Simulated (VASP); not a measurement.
# TiSe2: relaxation of cell and atoms with PBEsol

Crystal: TiSe2.

```xyz
3
Lattice="3.4741 0.0000 0.0000 -1.7371 3.0087 0.0000 0.0000 0.0000 5.9347" Properties=species:S:1:pos:R:3 pbc="T T T"
Ti    3.4741    0.0000    5.9347
Se    0.0000    2.0058    1.5487
Se    1.7371    1.0029    4.3860
```

* Program: VASP 6.6.1
* Task: relaxation of cell and atoms
* Functional: PBEsol
* Potentials or basis: VASP PAW PBE potentials, release 64 (Ti_sv, Se)
* Cutoff: 600 eV
* k mesh: 12 × 12 × 6
* Occupations: methfessel-paxton, width 0.1 eV
* Spin: no spin polarisation
* Further INCAR settings: ALGO = Normal; EDIFF = 1e-07; IBRION = 2; EDIFFG = -0.005; NSW = 90; ISIF = 3

```json
{"Relaxed volume": "20.70 Å³/atom", "Relaxed cell": "a = 3.477 Å, b = 3.477 Å, c = 5.932 Å, α = 90.00°, β = 90.00°, γ = 120.00°", "Space group after relaxing (to 0.05 Å)": "P-3m1 (No. 164)", "Energy gained by relaxing": "0.0 meV/atom", "Ionic steps": "4", "Pressure after relaxing": "0.0 GPa", "Band gap on the k mesh": "none (metal or under the smearing width)"}
```

Final structure:
```xyz
3
Lattice="3.4769 0.0000 0.0000 -1.7384 3.0111 0.0000 0.0000 0.0000 5.9319" Properties=species:S:1:pos:R:3 pbc="T T T"
Ti    3.4769    0.0000    0.0000
Se    0.0000    2.0074    1.5471
Se    1.7384    1.0037    4.3849
```

Levels at points of the mesh, in eV from the Fermi level:
```
           k point  band 10  band 11  band 12  band 13  band 14  band 15
(0.00, 0.00, 0.00)     0.28     0.52     0.52     0.57     0.65     0.65
(0.50, 0.00, 0.00)    -2.87    -2.24    -1.35     0.05     1.49     1.91
(0.00, 0.00, 0.50)    -2.16     0.38     0.38     0.50     0.50     1.28
(0.50, 0.00, 0.50)    -2.50    -1.17    -0.85    -0.26     1.49     1.88
```

Run time: 4.8 min on 1 thread of Intel(R) Xeon(R) Platinum 8259CL CPU @ 2.50GHz (Skylake/Cascade Lake) (shared host), peak memory 0.28 GiB.

Caveat: the PAW data sets were made with another functional, which shifts forces and pressure a little.
